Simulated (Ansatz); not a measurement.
**Defect calculation, host Ti**

Theory: DFT PBE, scalar-relativistic, plane waves, PAW in Ansatz 0.2.0. Run with 420 eV cutoff, 4×4×4 k-mesh, Gaussian smearing of 0.10 eV, no spin polarisation.

Host crystal, relaxed:

```cif
data_structure
_symmetry_space_group_name_H-M 'P 1'
_symmetry_Int_Tables_number 1
_cell_length_a 2.8194
_cell_length_b 2.8194
_cell_length_c 2.8194
_cell_angle_alpha 109.471
_cell_angle_beta 109.471
_cell_angle_gamma 109.471
_cell_volume 17.25
loop_
_atom_site_label
_atom_site_type_symbol
_atom_site_fract_x
_atom_site_fract_y
_atom_site_fract_z
_atom_site_occupancy
Ti1 Ti 0.00000 0.00000 0.00000 1
```

Supercell of 32 atoms, rows in host cell vectors: -2 -4 -2; 2 -2 0; 0 -2 2. Atoms relax at the host's cell, keeping the symmetry that the supercell leaves at the site. The cell is small, so energies carry finite-size errors of tenths of an eV. The host is a metal. Atoms are taken from and returned to the elements' standard states.

The defect is an interstitial at (0.250, 0.500, 0.750) of the host cell.

```tsv
charge	E_f at the valence band top (eV)	moment (μB)	largest move (Å)	atoms near the site
0	-2.22	0.00	0.51	4 Ti at 2.18 Å, 4 Ti at 2.43 Å
```

Q: Which element is it? Judge by the nearest distance in charge 0 and covalent radii.
A. S
B. Nb
C. Re
D. Na
E. B

A: E. The nearest neighbour is Ti at 2.18 Å, and the summed covalent radii with Ti are 2.44 Å for B, 3.26 Å for Na, 3.24 Å for Nb, 3.11 Å for Re, 2.65 Å for S, so B fits best. Bonds can miss such sums by a tenth of an ångström or more.

This bcc form isn't the element's structure at ambient conditions.